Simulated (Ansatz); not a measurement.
`C1[C@H]2C[C@@H]12`. Charge 0, multiplicity 1.

Z-matrix (Å, degrees):
```
C
C 1 1.489
C 1 1.489 2 59.5
H 1 1.086 2 117.0 3 -106.9
H 1 1.091 2 119.1 3 108.5
C 2 1.489 1 98.3 3 -48.6
H 2 1.078 1 130.1 3 118.8
H 3 1.078 1 130.1 2 -118.8
H 6 1.091 2 119.1 1 -59.9
H 6 1.086 2 117.0 1 155.5
```

Question: What are the harmonic wavenumbers in cm⁻¹ at PBE0-D4/def2-TZVP (Ansatz, finite differences of forces, unscaled)? (An estimate is asked.)

Answer: The calculation gave: 432, 704, 772, 869, 906, 936, 950, 1011, 1080, 1109, 1116, 1132, 1179, 1180, 1318, 1332, 1485, 1529, 3075, 3080, 3184, 3186, 3257, 3270.

Question: Is this a minimum?

Answer: Yes, all 24 modes are real.

Question: Give the ideal-gas thermochemistry at 298.15 K and 1 bar (rigid rotor, harmonic oscillator; point group C2v, symmetry number 2).

Answer: Zero-point energy 227.8 kJ/mol; H(298) − E = 240.1 kJ/mol; entropy 259.0 J/(mol·K), of which translation 158.6, rotation 90.3, vibration 10.1; G(298) − E = 162.9 kJ/mol.

Question: And at 400, 500, 600, 800 and 1000 K?

Answer: 
| T (K) | H − E (kJ/mol) | S (J/mol/K) | G − E (kJ/mol) |
| --- | --- | --- | --- |
| 400 | 247.7 | 280.9 | 135.4 |
| 500 | 257.5 | 302.7 | 106.2 |
| 600 | 269.2 | 323.9 | 74.9 |
| 800 | 296.8 | 363.4 | 6.1 |
| 1000 | 328.6 | 398.8 | -70.2 |

Question: Rotational constants (cm⁻¹)?

Answer: 0.586, 0.3138, 0.2839.
